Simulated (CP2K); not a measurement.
Wanted: the native input for a CP2K 2026.2 run.

* Task: band structure
* Functional: PBEsol
* Potentials or basis: POTENTIAL_UZH Cu GTH-PBE-q11, Al GTH-PBE-q3; TZVP-MOLOPT-PBE-GTH basis
* Density cutoff: 6123 eV
* k mesh: 7 × 7 × 7
* Occupations: fermi-dirac, width 0.0259 eV
* Spin: no spin polarisation
* SCF solver: diagonalisation with k points
* Quickstep method: GPW
* EPS_DEFAULT: 1.0E-9
* EPS_SCF: 1.0E-6
* MAX_SCF: 100
* SCF_GUESS: ATOMIC
* k points reduced by the point group: yes
* Mesh centred on Gamma: yes
* CHOLESKY: OFF
* EPS_EIGVAL: 1.0E-7
* MIXING METHOD: BROYDEN_MIXING
* MIXING ALPHA: 0.4
* NBUFFER: 8
* NGRIDS: 5
* Basis sets: Cu TZVP-MOLOPT-PBE-GTH-q11, Al TZVP-MOLOPT-PBE-GTH-q3
* Potentials: Cu GTH-PBE-q11 of POTENTIAL_UZH, Al GTH-PBE-q3 of POTENTIAL_UZH
* ADDED_MOS: [24]
* Points a segment of the path (NPOINTS): 8
* Bands added on the path: 6
* MPI ranks: 3
* REL_CUTOFF (Ry): 60 Ry
* MIXING BETA (1/bohr): 1.5 1/bohr
* CUTOFF of the grids: 450 Ry

Al2Cu (Khatyrkite):

```
CELL_PARAMETERS angstrom
4.93463 0.00000 0.00000
-2.52460 4.23992 0.00000
-1.20501 -2.11996 4.29002
ATOMIC_POSITIONS crystal
Cu 0.25000 0.25000 0.00000
Cu 0.75000 0.75000 0.00000
Al 0.34190 0.15810 0.50000
Al 0.84190 0.34190 0.18380
Al 0.65810 0.84190 0.50000
Al 0.15810 0.65810 0.81620
```

One way to write it, as run:

al2cu_bands.inp

```
&GLOBAL
  PROJECT al2cu_bands
  RUN_TYPE ENERGY_FORCE
  PRINT_LEVEL LOW
&END GLOBAL
&FORCE_EVAL
  METHOD QS
  STRESS_TENSOR ANALYTICAL
  &DFT
    BASIS_SET_FILE_NAME BASIS_MOLOPT_UZH
    POTENTIAL_FILE_NAME POTENTIAL_UZH
    &MGRID
      CUTOFF 450
      REL_CUTOFF 60
      NGRIDS 5
    &END MGRID
    &QS
      METHOD GPW
      EPS_DEFAULT 1.0E-9
    &END QS
    &KPOINTS
      SCHEME MONKHORST-PACK 7 7 7
      GAMMA_CENTERED T
      SYMMETRY T
      SYMMETRY_BACKEND SPGLIB
    &END KPOINTS
    &SCF
      SCF_GUESS ATOMIC
      EPS_SCF 1.0E-6
      MAX_SCF 100
      ADDED_MOS 24
      CHOLESKY OFF
      EPS_EIGVAL 1.0E-7
      &DIAGONALIZATION ON
        ALGORITHM STANDARD
      &END DIAGONALIZATION
      &MIXING ON
        METHOD BROYDEN_MIXING
        ALPHA 0.4
        BETA 1.5
        NBUFFER 8
      &END MIXING
      &SMEAR ON
        METHOD FERMI_DIRAC
        ELECTRONIC_TEMPERATURE [K] 300.557
      &END SMEAR
    &END SCF
    &XC
      &XC_FUNCTIONAL
        &GGA_X_PBE_SOL
        &END GGA_X_PBE_SOL
        &GGA_C_PBE_SOL
        &END GGA_C_PBE_SOL
      &END XC_FUNCTIONAL
    &END XC
    &PRINT
      &KPOINTS ON
      &END KPOINTS
      &MULLIKEN ON
      &END MULLIKEN
      &MO ON
        ENERGIES T
        OCCUPATION_NUMBERS T
        &EACH
          QS_SCF 0
        &END EACH
        ADD_LAST NUMERIC
      &END MO
      &BAND_STRUCTURE
        FILE_NAME bands.bs
        ADDED_MOS 6
        &KPOINT_SET
          UNITS B_VECTOR
          NPOINTS 8
          SPECIAL_POINT GAMMA 0.00000000 0.00000000 0.00000000
          SPECIAL_POINT X 0.00000000 0.00000000 0.50000000
          SPECIAL_POINT M -0.50000000 0.50000000 0.50000000
          SPECIAL_POINT GAMMA 0.00000000 0.00000000 0.00000000
          SPECIAL_POINT Z 0.41154649 0.41154649 -0.41154649
          SPECIAL_POINT P 0.25000000 0.25000000 0.25000000
          SPECIAL_POINT N 0.00000000 0.50000000 0.00000000
          SPECIAL_POINT Z1 -0.41154649 0.58845351 0.41154649
          SPECIAL_POINT M -0.50000000 0.50000000 0.50000000
        &END KPOINT_SET
        &KPOINT_SET
          UNITS B_VECTOR
          NPOINTS 8
          SPECIAL_POINT X 0.00000000 0.00000000 0.50000000
          SPECIAL_POINT P 0.25000000 0.25000000 0.25000000
        &END KPOINT_SET
      &END BAND_STRUCTURE
    &END PRINT
  &END DFT
  &SUBSYS
    &CELL
      ABC 4.9346252897 4.9346252897 4.9346252898
      ALPHA_BETA_GAMMA 104.1342787628 104.1342787628 120.7711012451
      PERIODIC XYZ
    &END CELL
    &COORD
      SCALED
      Cu  0.2500000000 0.2500000000 0.0000000000
      Cu  0.7500000000 0.7500000000 0.0000000000
      Al  0.3419000000 0.1581000000 0.5000000000
      Al  0.8419000000 0.3419000000 0.1838000000
      Al  0.6581000000 0.8419000000 0.5000000000
      Al  0.1581000000 0.6581000000 0.8162000000
    &END COORD
    &KIND Cu
      BASIS_SET TZVP-MOLOPT-PBE-GTH-q11
      POTENTIAL GTH-PBE-q11
    &END KIND
    &KIND Al
      BASIS_SET TZVP-MOLOPT-PBE-GTH-q3
      POTENTIAL GTH-PBE-q3
    &END KIND
    &PRINT
      &ATOMIC_COORDINATES ON
      &END ATOMIC_COORDINATES
      &CELL ON
      &END CELL
    &END PRINT
  &END SUBSYS
  &PRINT
    &FORCES ON
    &END FORCES
    &STRESS_TENSOR ON
    &END STRESS_TENSOR
  &END PRINT
&END FORCE_EVAL
```

Potentials or basis: POTENTIAL_UZH Cu GTH-PBE-q11, Al GTH-PBE-q3; TZVP-MOLOPT-PBE-GTH basis.

The run is started by

```console
$ OMP_NUM_THREADS=1 mpirun -n 3 cp2k.psmp -i al2cu_bands.inp -o al2cu_bands.out
```

Results of the run:

```
Pressure               : -1.9 GPa
Largest force          : 0.058 eV/Å
Band gap on the k mesh : none (metal or under the smearing width)
Mulliken charges       : Cu -0.82; Al +0.41 e
```

Caveat: Mulliken charges move with the basis; the potentials were made for another functional, which shifts forces and pressure; the basis of atomic orbitals isn't converged, which shifts pressures, moduli and gaps.

Wall time 62 s on 3 MPI ranks on Arm Neoverse V2 (shared host).
